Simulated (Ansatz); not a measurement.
Epitaxial strain in WS2: moduli and critical thickness

Method: DFT PBE, scalar-relativistic, plane waves, PAW (Ansatz). (420 eV cutoff, 12×12×2 k-mesh, Gaussian smearing of 0.02 eV, no spin polarisation)

Starting point, cell and atoms relaxed:

```
CELL_PARAMETERS angstrom
3.18778 0.00000 0.00000
-1.59389 2.76069 0.00000
0.00000 0.00000 14.87129
ATOMIC_POSITIONS crystal
W 0.33333 0.66667 0.25000
W 0.66667 0.33333 0.75000
S 0.33333 0.66667 0.64435
S 0.66667 0.33333 0.14435
S 0.33333 0.66667 0.85565
S 0.66667 0.33333 0.35565
```

The a-b plane is strained alike in both directions, as on a substrate, while c and the atoms relax within the symmetry that the strain leaves. Stress is positive in compression; energies are free energies at the smearing used, per atom.

Spin–orbit coupling is left out, which can shift energies with elements as heavy as these.

```csv
strain (%),c (Å),σ in plane (GPa),ΔE (meV/atom)
-6.0,15.4561,17.66,131.87
-4.0,15.2342,10.92,56.04
-2.0,15.0927,5.06,13.41
+0.0,14.8713,0.00,0.00
+2.0,14.6918,-4.43,12.42
+4.0,14.5122,-8.31,47.76
+6.0,14.3339,-11.71,103.48
```

Problem. Get the biaxial modulus twice, from the stresses and from the energies of the innermost pair.

Solution. From stress: M = −Δσ/Δε = (5.06 − (-4.43)) / 0.040 = 237 GPa. Two in-plane directions each store σε/2, so the energy density is Mε²: M = (mean ΔE)/(V ε²) = 12.91 meV / (21.812 Å³ × 0.020²) × 0.16022 GPa Å³/meV = 237 GPa. The two agree.

Problem. How well does Mε², with M from the stresses, predict the outermost points?

Solution. 116.4 meV predicted against 131.9 computed at -6.0 %; 116.4 meV predicted against 103.5 computed at +6.0 %. Compression costs more than stretching, the usual sign of bonds that stiffen as they shorten.

Problem. How does c respond, and up to what thickness can a film with 1 % or 2 % misfit stay coherent on a thick substrate?

Solution. c answers with ε_c = −0.67 ε. In an isotropic solid that ratio is 2ν/(1 − ν), so ν = r/(2 + r) = 0.25. A film of thickness h stores Mε²h per area, 23.7 mJ/m² per nm at 1 %. The Matthews–Blakeslee balance for pure edge misfit dislocations, h = b/(8πf(1 + ν)) × (ln(h/b) + 1), with b taken as the in-plane vector a = 3.19 Å, solved by iteration, gives 3.4 nm at f = 1 % and 1.2 nm at 2 %. This is an isotropic estimate in which the moduli cancel; the real Burgers vector, glide system, anisotropy and slow kinetics can shift it by a factor of a few, mostly upward.

The in-plane response is that of the covalent W–S network: stress rises faster in compression than it falls in tension, as expected for an anharmonic bond potential. The c axis is another matter. At 14.87129 Å it is far longer than in real 2H-WS2, and the excess lies in the gap between the layers, most likely because PBE lacks the dispersion attraction that holds them together. The modulus of 237 GPa is therefore spread over too large a volume and is probably too low for the bulk crystal, while the stiffness per layer should suffer much less. The uneven steps in c under compression suggest a very shallow energy minimum along that axis, so the ratio of −0.67 is weak evidence for a Poisson response, and 0.25 shouldn't be read as a material constant. The critical thicknesses also presume a film firmly bonded to its substrate. Across a van der Waals interface, layers can slip and relax without bulk-like misfit dislocations, so coherence may be lost even below 1.2 nm, which is less than one c period.
